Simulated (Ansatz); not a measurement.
Level of theory: Ansatz, DFT PBE, scalar-relativistic, plane waves, PAW. Settings: cutoff 420 eV, Γ-centred meshes spaced at most about 0.3 Å⁻¹, and about 0.25 Å⁻¹ or finer for metals (2π included), Gaussian smearing. No spin polarisation in the final relaxations.

Temperature and zero-point effects are left out.

Two relaxed structures of AlNi:

A.

```xyz
2
Lattice="2.8930 0.0000 0.0000 0.0000 2.8930 0.0000 0.0000 0.0000 2.8930" Properties=species:S:1:pos:R:3 pbc="T T T"
Al    0.0000    0.0000    0.0000
Ni    1.4465    1.4465    1.4465
```

B.

```xyz
2
Lattice="2.7587 0.0000 0.0000 -1.3793 2.3891 0.0000 0.0000 0.0000 3.8182" Properties=species:S:1:pos:R:3 pbc="T T T"
Al    0.0000    0.0000    0.0000
Ni    1.3793    0.7964    1.9091
```

Task: Which would you expect to be lower, and how large is the difference?

Result: A is lower, by 186 meV/atom. A has the caesium chloride type, space group Pm-3m (No. 221), 12.1 Å³/atom and no gap on its mesh; B has Al and Ni ordered on hcp sites, space group P-6m2 (No. 187), 12.6 Å³/atom and no gap. Counting all near atoms (those within 1.25 times the shortest distance at each site; a plus sign parts nearer from farther groups), A has Al 8+6, Ni 8+6 and B has Al 6+6, Ni 6+6. The denser one is the lower, and pressure would at first widen the difference. In A, around Al lie 8 Ni at 2.51 Å and 6 Al at 2.89 Å; Ni has 8 Al at 2.51 Å and 6 Ni at 2.89 Å. In B, Al has 6 Ni at 2.49 Å and 6 Al at 2.76 Å; Ni has 6 Al at 2.49 Å and 6 Ni at 2.76 Å. Origin: A is a cell as deposited in COD, relaxed; B was invented.

Trial moments died out on the coarse mesh in Pm-3m and P-6m2; another magnetic start might hold. Cells relaxed within their symmetry can be saddle points.
